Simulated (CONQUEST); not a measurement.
# PbS under changes of volume

One of the cells (26.664 Å³/atom); the others are scaled copies at fixed shape and fractional positions:

```xyz
8
Lattice="4.1599 0.0000 0.0000 0.0000 4.2793 0.0000 0.0000 0.0000 11.9826" Properties=species:S:1:pos:R:3 pbc="T T T"
Pb    0.0000    1.0698    1.5645
Pb    2.0800    1.0698    7.5558
Pb    0.0000    3.2095   10.4181
Pb    2.0800    3.2095    4.4268
S     0.0000    1.0698    4.2514
S     2.0800    1.0698   10.2427
S     0.0000    3.2095    7.7312
S     2.0800    3.2095    1.7399
```

Measurements of this composition are mostly on another form, of space group No. 225.

```yaml
Program: CONQUEST 1.3
Functional: PBE
Potentials_or_basis: PseudoDojo NC PBE, SZ, grid of 40 × 40 × 120 points
k_mesh: 7 × 6 × 3
Occupations: fermi-dirac, width 0.05 eV
Spin: no spin polarisation
```

```tsv
volume (Å³/atom)	energy over the lowest point (meV/atom)	pressure (GPa)	gap on the mesh (eV)	largest force (eV/Å)
25.064	?	?	?	?
25.597	89.46	9.4	1.13	1.522
26.130	61.26	7.6	1.16	1.320
26.664	38.48	6.0	1.19	1.131
27.197	21.08	4.4	1.20	0.947
27.730	8.48	3.2	1.20	0.775
28.263	0.00	1.9	1.20	0.616
```

Question: What does the run at 25.064 Å³/atom give?

Answer: Energy over the lowest point 124.09 meV/atom; pressure 11.5 GPa; gap on the mesh 1.10 eV; largest force 1.757 eV/Å.

Worked out: A Birch-Murnaghan fit of order 3 (a polynomial in V^(-2/3)) to the other rows has no minimum within the range. It gives 124.01 meV/atom at 25.064 Å³/atom, against the run's 124.09, and -dE/dV = 11.4 GPa, against 11.5. A parabola through the other rows of the gap, of slope 2.38 eV per unit of ln V there, extrapolates to 1.08 eV, against the run's 1.10.

Energies are extrapolated to zero smearing.

Caveats: the atomic basis is small; spin-orbit coupling is left out, which as a rule narrows the gap of such compounds by several tenths of an eV; an odd mesh through Γ misses points on the zone boundary, where band edges often lie; this functional lacks dispersion, which binds the layers, so the pressure and a relaxed spacing across them are unreliable; the basis of atomic orbitals isn't converged, which shifts pressures, moduli and gaps; forces of over 1 eV/Å show positions far from the minimum, so gaps and moduli don't describe the material at rest (some runs).
